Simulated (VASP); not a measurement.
# SrO (Fm-3m) in VASP: notebook, part 2 of 2

VASP 6.6.1.

**5. Relaxation of cell and atoms, PBE+D3(BJ)**

The input, INCAR:

```
ALGO     = Normal         # electronic algorithm
EDIFF    = 1E-7           # SCF threshold, eV
EDIFFG   = -0.005         # ionic threshold
ENCUT    = 600            # plane-wave cutoff, eV
GGA      = PE             # functional
IBRION   = 2              # ionic algorithm
ISIF     = 3              # what is computed and relaxed
ISMEAR   = 0              # smearing method
IVDW     = 12             # dispersion correction
LASPH    = True           # aspherical terms in the spheres
LCHARG   = False          # write CHGCAR
LREAL    = False          # projectors in reciprocal space
LWAVE    = False          # write WAVECAR
NELM     = 60             # most SCF steps
NSW      = 90             # ionic steps
PREC     = Accurate       # precision mode
SIGMA    = 0.02           # smearing width, eV
```

The input, KPOINTS:

```
k-points
0
Gamma
  8 8 8
```

The input, POSCAR:

```
SrO
1.0
    0.0000000000      2.5806600000      2.5806600000
    2.5806600000      0.0000000000      2.5806600000
    2.5806600000      2.5806600000      0.0000000000
Sr O
1 1
Direct
    0.0000000000      0.0000000000      0.0000000000
    0.5000000000      0.5000000000      0.5000000000
```

Launch:

```console
$ cat potpaw_PBE.64/Sr_sv/POTCAR potpaw_PBE.64/O/POTCAR > POTCAR
$ mpirun -np 1 vasp_std > vasp.out
```

It took 33 s on 1 thread of Intel Xeon Platinum 8488C (Sapphire Rapids), shared host; peak memory 0.18 GiB.

The run converged. Its results:

```yaml
Free_energy: -12.5359 eV
Relaxed_volume: 17.16 Å³/atom
Relaxed_cell: a = 3.647 Å, b = 3.647 Å, c = 3.647 Å, α = 60.00°, β = 60.00°, γ = 60.00°
Space_group_after_relaxing_to_0.05_Å: Fm-3m (No. 225)
Energy_gained_by_relaxing: 0.0 meV/atom
Ionic_steps: 3
Pressure_after_relaxing: 0.0 GPa
Band_gap_on_the_k_mesh: 3.27 eV, indirect (least direct gap 3.37 eV)
Dispersion_energy_per_atom: -0.243 eV
```

Final structure:
```
CELL_PARAMETERS angstrom
0.00000 2.57913 2.57913
2.57913 0.00000 2.57913
2.57913 2.57913 0.00000
ATOMIC_POSITIONS crystal
Sr 0.00000 0.00000 0.00000
O 0.50000 0.50000 0.50000
```

Levels at points of the mesh, in eV from the valence-band top:
| k point | band 6 | band 7 | band 8 | band 9 | band 10 | band 11 |
| --- | --- | --- | --- | --- | --- | --- |
| (0.00, 0.00, 0.00) | 0.00 | 0.00 | 0.00 | 3.92 | 6.19 | 6.19 |
| (0.50, 0.00, 0.00) | -2.15 | -1.12 | -1.12 | 6.51 | 8.38 | 8.79 |
| (0.50, 0.50, 0.00) | -0.45 | -0.09 | -0.09 | 3.27 | 7.73 | 10.11 |

**6. Relaxation of cell and atoms, PBEsol**

INCAR, as its differences from that of step 5:

```diff
@@ -3,4 +3,4 @@
 EDIFFG   = -0.005         # ionic threshold
-ENCUT    = 600            # plane-wave cutoff, eV
-GGA      = PE             # functional
+ENCUT    = 300            # plane-wave cutoff, eV
+GGA      = PS             # functional
 IBRION   = 2              # ionic algorithm
@@ -8,3 +8,2 @@
 ISMEAR   = 0              # smearing method
-IVDW     = 12             # dispersion correction
 LASPH    = True           # aspherical terms in the spheres
```

KPOINTS is that of step 5.

POSCAR is that of step 5.

Potentials or basis: VASP PAW PBE potentials, release 64 (Sr_sv, O).

Launch:

```console
$ cat potpaw_PBE.64/Sr_sv/POTCAR potpaw_PBE.64/O/POTCAR > POTCAR
$ mpirun -np 1 vasp_std > vasp.out
```

OUTCAR:

```text
EDIFF = 1E-7
   EDIFFG = -0.005
   ENCUT = 300
   GGA = PS
   IBRION = 2
   ISIF = 3
   ISMEAR = 0
   LASPH = True
   LREAL = False
   NELM = 60
   NSW = 90
   PREC = Accurate

 ion  position               nearest neighbor table
   1  0.000  0.000  0.000-   2 2.58   2 2.58   2 2.58   2 2.58   2 2.58   2 2.58
   2  0.500  0.500  0.500-   1 2.58   1 2.58   1 2.58   1 2.58   1 2.58   1 2.58

  LATTYP: Found a face centered cubic cell.
 ALAT       =     5.1613200000

  Lattice vectors:

 A1 = (   0.0000000000,   2.5806600000,   2.5806600000)
 A2 = (   2.5806600000,   0.0000000000,   2.5806600000)
 A3 = (   2.5806600000,   2.5806600000,   0.0000000000)

Analysis of symmetry for initial positions (statically):
=====================================================================
 Subroutine PRICEL returns:
 Original cell was already a primitive cell.

 Routine SETGRP: Setting up the symmetry group for a
 face centered cubic supercell.

 Subroutine GETGRP returns: Found 48 space group operations
 (whereof 48 operations were pure point group operations)
 out of a pool of 48 trial point group operations.

The static configuration has the point symmetry O_h .

Analysis of symmetry for dynamics (positions and initial velocities):
=====================================================================
 Subroutine PRICEL returns:
 Original cell was already a primitive cell.

 Routine SETGRP: Setting up the symmetry group for a
 face centered cubic supercell.

 Subroutine GETGRP returns: Found 48 space group operations
 (whereof 48 operations were pure point group operations)
 out of a pool of 48 trial point group operations.

The dynamic configuration has the point symmetry O_h .

 Subroutine INISYM returns: Found 48 space group operations
 (whereof 48 operations are pure point group operations),
 and found     1 'primitive' translations

----------------------------------------------------------------------------------------

                                     Primitive cell

  volume of cell :      34.3734

  direct lattice vectors                    reciprocal lattice vectors
     0.000000000  2.580660000  2.580660000    -0.193748886  0.193748886  0.193748886
[... 136 lines left out ...]

  energy without entropy =      -12.77843153  energy(sigma->0) =      -12.77843153

------------------------ aborting loop because EDIFF is reached ----------------------------------------

  FORCE on cell =-STRESS in cart. coord.  units (eV):
  Direction    XX          YY          ZZ          XY          YZ          ZX
  --------------------------------------------------------------------------------------
  -------------------------------------------------------------------------------------
  Total       -4.9775873     -4.9775873     -4.9775873      0.0000000      0.0000000     -0.0000000
  in kB     -232.0102140   -232.0102140   -232.0102140      0.0000000      0.0000000     -0.0000000
  external PRESSURE =    -232.0102140 kB  Pullay stress =       0.0000000 kB
[... 203 lines left out ...]
--------------------------------------- Ionic step        7  -------------------------------------------

 number of electron      16.0000008 magnetization

 Free energy of the ion-electron system (eV)
  ---------------------------------------------------
  ext. energy  EPLUGINS =         0.00000000
  ---------------------------------------------------
  free energy    TOTEN  =       -13.12505133 eV

  energy without entropy =      -13.12505133  energy(sigma->0) =      -13.12505133

 E-fermi :   2.2201     XC(G=0): -10.8903

 val. band max:        2.1268135250   @ k =   0.5000   0.5000   0.0000
 cond. band min:       5.1639905354   @ k =   0.5000   0.5000   0.0000
 fundamental gap:      3.0371770104
 Fermi energy:         2.2200756418

 k-point     1 :       0.0000    0.0000    0.0000
  band No.  band energies     occupation
      1     -29.7230      2.00000
      2     -13.1014      2.00000
      3     -11.2026      2.00000
      4     -11.2026      2.00000
      5     -11.2026      2.00000
      6       2.0983      2.00000
      7       2.0983      2.00000
      8       2.0983      2.00000
      9       6.8929      0.00000
     10       8.5419      0.00000
     11       8.5419      0.00000
     12       8.5419      0.00000
[... 331 lines left out ...]
 k-point    24 :      -0.3750    0.2500    0.1250
  band No.  band energies     occupation
      1     -29.4398      2.00000
      2     -14.5119      2.00000
      3     -11.7964      2.00000
      4     -11.5620      2.00000
      5     -10.4111      2.00000
      6       0.3240      2.00000
      7       1.1044      2.00000
      8       1.2446      2.00000
      9       8.8828      0.00000
     10       9.2726      0.00000
     11      12.4374      0.00000
     12      12.5043      0.00000

 [... further k-points ...]

------------------------ aborting loop because EDIFF is reached ----------------------------------------

  FORCE on cell =-STRESS in cart. coord.  units (eV):
  Direction    XX          YY          ZZ          XY          YZ          ZX
  --------------------------------------------------------------------------------------
  -------------------------------------------------------------------------------------
  Total        0.0005270      0.0005270      0.0005270      0.0000000      0.0000000      0.0000000
  in kB        0.0281736      0.0281736      0.0281736      0.0000000      0.0000000      0.0000000
  external PRESSURE =       0.0281736 kB  Pullay stress =       0.0000000 kB
[... 17 lines left out ...]
  FREE ENERGIE OF THE ION-ELECTRON SYSTEM (eV)
  ---------------------------------------------------
  free  energy   TOTEN  =       -13.1250513319 eV

  energy  without entropy=      -13.1250513319  energy(sigma->0) =      -13.12505133

 reached required accuracy - stopping structural energy minimisation
```

CONTCAR:

```text
SrO
   1.00000000000000
     0.0000000000000000    2.4653596396356710    2.4653596396356710
     2.4653596396356710   -0.0000000000000000    2.4653596396356710
     2.4653596396356710    2.4653596396356710    0.0000000000000000
  Sr              O
     1     1
Direct
     0.0000000000000000    0.0000000000000000    0.0000000000000000
     0.5000000000000000    0.5000000000000000    0.5000000000000000

  0.00000000E+00  0.00000000E+00  0.00000000E+00
  0.00000000E+00  0.00000000E+00  0.00000000E+00
```

Wall time 26 s (1 thread of Intel Xeon Platinum 8488C (Sapphire Rapids), shared host); peak memory 0.14 GiB.

The run converged, but a check on its numbers failed (symmetry, net force, bounds or a known fault of this set-up), so they aren't taken as properties of the crystal.

Caveat: the cutoff lies under the usual one of these potentials, so the numbers hold a large basis-set error; the PAW data sets were made with another functional, which shifts forces and pressure a little; the volume moved by -13 % from the deposited cell, more than functionals usually miss.

**7. Overview**

```csv
level,potentials or basis,gap on the mesh (eV),pressure (GPa),relaxed volume (Å³/atom)
PBEsol,"VASP PAW PBE potentials, release 64 (Sr_sv, O)",3.15,0.0,16.90
LDA,"VASP PAW LDA potentials, release 64 (Sr_sv, O)",3.07,0.0,16.34
PBE,"VASP PAW PBE potentials, release 64 (Sr_sv, O)",3.28,0.0,17.61
PBE+D3(BJ),"VASP PAW PBE potentials, release 64 (Sr_sv, O)",3.27,0.0,17.16
```

Alike in all rows: task relaxation of cell and atoms; no spin polarisation; cell relaxed; k mesh 8 × 8 × 8; cutoff (eV) 600; smearing gaussian 0.02 eV.

Caveats: the PAW data sets were made with another functional, which shifts forces and pressure a little (some runs).

Total energies depend on the potentials used, so only differences within one code and one set of settings carry meaning.
